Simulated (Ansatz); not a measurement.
# Residual resistivity of an alloy: Au(111) with 4 layers of random Au-Pt, 2x2, part 2 of 2

Aim: the residual resistivity of a random alloy, from Au(111) with 4 layers of random Au-Pt, 2x2 and longer regions.

Ansatz 0.2.0; Ansatz plane-wave DFT, PBE, PAW files; ballistic transport by layer matching (Landauer), zero bias; PAW set soft_1.

So far. Step 3 (With 8 alloy layers): Over the solved energies the transmission per spin lies between 2.51 and 2.53, out of 3.21 channels of the lead on average (up to 3.21).

**4. With 12 alloy layers**

In 12 layers a share of 0.125 of the sites is given to Pt at random. A fresh draw is used; the growth of the resistance with length is what counts.

System of this step: Au(111) with 12 layers of random Au-Pt, 2x2. The cell holds 72 atoms: 66 Au and 6 Pt. Cell: a = 5.768 Å, b = 5.768 Å, c = 42.382 Å, α = 90.0°, β = 90.0°, γ = 120.0°. It derives from Au. Regions: lead, 24 atoms (24 Au); scattering region, 48 atoms (42 Au and 6 Pt). The structure is stacked along c, and the current runs across the ab planes.

input.yaml

```yaml
crystal:
  lattice:
    - [5.7675164607, 0.0, 0.0]
    - [-2.8837582304, 4.9948157718, 0.0]
    - [0.0, 0.0, 42.3824172358]
  atoms:
    - { symbol: Au, position: [0.0, 0.0, 0.0277777778] }
    - { symbol: Au, position: [0.0, 0.5, 0.0277777778] }
    - { symbol: Au, position: [0.5, 0.0, 0.0277777778] }
    - { symbol: Au, position: [0.5, 0.5, 0.0277777778] }
    - { symbol: Au, position: [0.1666666667, 0.3333333333, 0.0833333333] }
    - { symbol: Au, position: [0.1666666667, 0.8333333333, 0.0833333333] }
    - { symbol: Au, position: [0.6666666667, 0.3333333333, 0.0833333333] }
    - { symbol: Au, position: [0.6666666667, 0.8333333333, 0.0833333333] }
    - { symbol: Au, position: [0.3333333333, 0.1666666667, 0.1388888889] }
    - { symbol: Au, position: [0.3333333333, 0.6666666667, 0.1388888889] }
    - { symbol: Au, position: [0.8333333333, 0.1666666667, 0.1388888889] }
    - { symbol: Au, position: [0.8333333333, 0.6666666667, 0.1388888889] }
    - { symbol: Au, position: [0.0, 0.0, 0.1944444444] }
    - { symbol: Au, position: [0.0, 0.5, 0.1944444444] }
    - { symbol: Au, position: [0.5, 0.0, 0.1944444444] }
    - { symbol: Au, position: [0.5, 0.5, 0.1944444444] }
    - { symbol: Au, position: [0.1666666667, 0.3333333333, 0.25] }
    - { symbol: Au, position: [0.1666666667, 0.8333333333, 0.25] }
    - { symbol: Au, position: [0.6666666667, 0.3333333333, 0.25] }
    - { symbol: Au, position: [0.6666666667, 0.8333333333, 0.25] }
    - { symbol: Au, position: [0.3333333333, 0.1666666667, 0.3055555556] }
    - { symbol: Au, position: [0.3333333333, 0.6666666667, 0.3055555556] }
    - { symbol: Au, position: [0.8333333333, 0.1666666667, 0.3055555556] }
    - { symbol: Au, position: [0.8333333333, 0.6666666667, 0.3055555556] }
    - { symbol: Au, position: [0.0, 0.0, 0.3611111111] }
    - { symbol: Pt, position: [0.0, 0.5, 0.3611111111] }
    - { symbol: Au, position: [0.5, 0.0, 0.3611111111] }
    - { symbol: Au, position: [0.5, 0.5, 0.3611111111] }
    - { symbol: Au, position: [0.1666666667, 0.3333333333, 0.4166666667] }
    - { symbol: Au, position: [0.1666666667, 0.8333333333, 0.4166666667] }
    - { symbol: Au, position: [0.6666666667, 0.3333333333, 0.4166666667] }
    - { symbol: Pt, position: [0.6666666667, 0.8333333333, 0.4166666667] }
    - { symbol: Au, position: [0.3333333333, 0.1666666667, 0.4722222222] }
    - { symbol: Au, position: [0.3333333333, 0.6666666667, 0.4722222222] }
    - { symbol: Pt, position: [0.8333333333, 0.1666666667, 0.4722222222] }
    - { symbol: Au, position: [0.8333333333, 0.6666666667, 0.4722222222] }
    - { symbol: Au, position: [0.0, 0.0, 0.5277777778] }
    - { symbol: Pt, position: [0.0, 0.5, 0.5277777778] }
    - { symbol: Au, position: [0.5, 0.0, 0.5277777778] }
    - { symbol: Au, position: [0.5, 0.5, 0.5277777778] }
    - { symbol: Au, position: [0.1666666667, 0.3333333333, 0.5833333333] }
    - { symbol: Au, position: [0.1666666667, 0.8333333333, 0.5833333333] }
    - { symbol: Pt, position: [0.6666666667, 0.3333333333, 0.5833333333] }
    - { symbol: Au, position: [0.6666666667, 0.8333333333, 0.5833333333] }
    - { symbol: Au, position: [0.3333333333, 0.1666666667, 0.6388888889] }
    - { symbol: Au, position: [0.3333333333, 0.6666666667, 0.6388888889] }
    - { symbol: Au, position: [0.8333333333, 0.1666666667, 0.6388888889] }
    - { symbol: Au, position: [0.8333333333, 0.6666666667, 0.6388888889] }
    - { symbol: Au, position: [0.0, 0.0, 0.6944444444] }
    - { symbol: Pt, position: [0.0, 0.5, 0.6944444444] }
    - { symbol: Au, position: [0.5, 0.0, 0.6944444444] }
    - { symbol: Au, position: [0.5, 0.5, 0.6944444444] }
    - { symbol: Au, position: [0.1666666667, 0.3333333333, 0.75] }
    - { symbol: Au, position: [0.1666666667, 0.8333333333, 0.75] }
    - { symbol: Au, position: [0.6666666667, 0.3333333333, 0.75] }
    - { symbol: Au, position: [0.6666666667, 0.8333333333, 0.75] }
    - { symbol: Au, position: [0.3333333333, 0.1666666667, 0.8055555556] }
    - { symbol: Au, position: [0.3333333333, 0.6666666667, 0.8055555556] }
    - { symbol: Au, position: [0.8333333333, 0.1666666667, 0.8055555556] }
    - { symbol: Au, position: [0.8333333333, 0.6666666667, 0.8055555556] }
    - { symbol: Au, position: [0.0, 0.0, 0.8611111111] }
    - { symbol: Au, position: [0.0, 0.5, 0.8611111111] }
    - { symbol: Au, position: [0.5, 0.0, 0.8611111111] }
    - { symbol: Au, position: [0.5, 0.5, 0.8611111111] }
    - { symbol: Au, position: [0.1666666667, 0.3333333333, 0.9166666667] }
    - { symbol: Au, position: [0.1666666667, 0.8333333333, 0.9166666667] }
    - { symbol: Au, position: [0.6666666667, 0.3333333333, 0.9166666667] }
    - { symbol: Au, position: [0.6666666667, 0.8333333333, 0.9166666667] }
    - { symbol: Au, position: [0.3333333333, 0.1666666667, 0.9722222222] }
    - { symbol: Au, position: [0.3333333333, 0.6666666667, 0.9722222222] }
    - { symbol: Au, position: [0.8333333333, 0.1666666667, 0.9722222222] }
    - { symbol: Au, position: [0.8333333333, 0.6666666667, 0.9722222222] }
kpoints:
  mp_grid: { grid: [5, 5, 1] }
hamiltonian:
  xc: pbe
  pseudopotentials: { kind: paw, azcp: { folder: soft_1 } }
scf:
  occupations: { method: fermi_dirac, width: 0.1 }
output:
  transmission:
    leads: [[0, 4]]
    kmesh: [10, 10]
    e_range: [-0.05, 0.05]
    de: 0.05
  write_potential: true
  write_density: true
  volumetric_format: npy
```

Command:

```
$ ansatz run input.yaml --threads 4 --pin off --max-ram 15360MiB --backend cpu --events-out ev --progress --plain --runs-dir out
```

Numbers of over 12 decimals in the logs are rounded to 6 here.

Log:

```text
[...]
Crystal: 72 atoms, lattice volume = 1220.939 Å³
Basis set: ecut = 420 eV, 23937 PW (Γ)
Bands: 818, of which v1, the nominal top of the filled ones, is band 681 counted from 1 (680 counted from 0)
Symmetry: 1 space group operations
[...]
k-points: 13 of 25 (time reversal used)
[...]
SCF iter   1: F=—  HF=-943157.415247 eV  |F-HF|=—  |Δ(HF+E_count)|=         —  Δρ=8.28e-2  dr2=2.90e2  ethr=3.10e-3  ⟨swp⟩=4.0  Hψ=31614  notcnv=0  defer=209
[...]
SCF iter  13: F=-943126.332521 eV  HF=-943126.332521 eV  |F-HF|=7.10e-8  |Δ(HF+E_count)|=   3.26e-8  Δρ=7.05e-7  dr2=7.38e-8  ethr=7.34e-12  ⟨swp⟩=9.1  Hψ=43911  notcnv=0
SCF 1 converged in 13 iterations: F = -943126.332521 eV  dr2 = 7.38e-8
[...]
transmission: 326 of 3224 steps passed
transmission: 646 of 3224 steps passed
[...]
transmission: 3224 of 3224 steps passed
SCF converged after 13 iterations
Free energy (F): -943126.332521 eV
[...]
Internal energy: -943125.497518 eV  (E = F + TS)
E sigma→0 (E₀):  -943125.915020 eV
Entropy (-TS):   -0.835003 eV (-11.597 meV/atom)
Fermi energy:    20.587296 eV
[...]
--- Band table (eV; the first three rows and the last of 13) ---
  k-point 0: bands = [... 677 lower, 20.9475, 20.9667, 20.9784, 21.0011, 21.4083, 21.4089, 21.4152, 21.4323, ... 133 higher]
  k-point 1: bands = [... 677 lower, 20.4685, 20.4790, 20.5529, 20.5836, 20.6020, 20.6927, 20.7218, 20.8373, ... 133 higher]
  k-point 2: bands = [... 677 lower, 20.4427, 20.5068, 20.5424, 20.6111, 20.6960, 20.7100, 20.7936, 20.8507, ... 133 higher]
  k-point 12: bands = [... 677 lower, 20.0251, 20.0780, 20.0969, 20.2082, 20.5103, 20.5258, 20.8994, 20.9184, ... 133 higher]
--- Transmission ---
  basis      : 253 plane waves across, 62 finite elements along
  points     : 52, standing for a mesh of 10 x 10
[...]
channels       : 3.210000e0 a spin
[...]
junction   : crystal 0 to crystal 0, 1.66 to 41.68 Å
    transmission   : 2.295701e0 a spin
[...]
```

It took 43 min on 4 threads of Arm Neoverse V1, shared host; peak memory 9.9 GiB; 2.8 h of CPU time.

This step gave:

| Property | Result |
| --- | --- |
| free energy | -943126.3325 eV |
| energy at zero smearing | -943125.9150 eV |
| Fermi energy | 20.59 eV |
| transmission per spin nearest the Fermi level | 2.296 |
| step of the lead's potential | 7.6 meV |

Per spin. The transmission, zone mean by energy, zero at the Fermi level:

```
energy (eV)  transmission, zone mean
    -0.0500                     2.23
     0.0000                     2.30
     0.0500                     2.31
```

Over the solved energies the transmission per spin lies between 2.23 and 2.31, out of 3.21 channels of the lead on average (up to 3.21).

**5. The fit**

This step: Ansatz plane-wave DFT, PBE, PAW files; ballistic transport by layer matching (Landauer), zero bias; residual resistivity from the slope of the area resistance, atoms on the host's lattice; PAW set soft_1 (Ansatz 0.2.0).

Numbers from this step:

- resistivity: 16.40 µΩ cm
- intercept: 0.009768 fΩ m²
- scatter about the fit: 4.88e-4 fΩ m²

Resistance, by row:

```
run  length (Å)      T  channels N  RA (fΩ m²)
 n4       9.418  2.811        3.21      0.1645
 n8       18.84  2.519        3.21      0.3179
n12       28.25  2.279        3.21      0.4734
```

Area resistance against length of the alloy:

```
length of the alloy (Å)  area resistance (fΩ m²)
                   9.42                    0.165
                  18.84                    0.318
                  28.25                    0.473
```

The area resistance goes from 0.16 to 0.47 fΩ m² between 9.4 and 28.3 Å, a slope of 16 µΩ cm.

By hand from the end points: (0.4734 − 0.1645) fΩ m² / (28.25 − 9.42) Å = 16 µΩ cm, since 1 fΩ m² per Å is 1000 µΩ cm.

**6. Results**

| Quantity | Value |
| --- | --- |
| resistivity from the slope | 16.4 µΩ cm |
| area resistance over 9.42 Å | 0.165 fΩ m² |
| area resistance over 18.8 Å | 0.318 fΩ m² |
| area resistance over 28.3 Å | 0.473 fΩ m² |

In words: The slope gives 16 µΩ cm. The points scatter by 4.9e-4 fΩ m² about the line, with one random draw a length in a 2x2 cell, so the slope is a rough value. Read with a model of isotropic scattering on a spherical Fermi surface and the lead's 0.86×10¹⁵ S/m², this slope means a mean free path near 57 Å; over these lengths the model's slope is 1.08 times its bulk resistivity, which would be 15 µΩ cm. The draw over the shortest length came out nearly ordered, with 8 symmetry operations, so that point is a poor sample of a random alloy. The atoms sit on the host's lattice, so scattering by size misfit is left out. Spin-orbit coupling is left out, which matters for Au and Pt.

[Logs are printed without paths, hosts, clocks, repeated set-up lines and the standing remarks that a program may print on its own settings, such as how far it seeks lower states.]

[Hosts, paths, dates, database ids (printed as entryN), source tags and the programs' standing remarks are cut or masked in the printed files.]
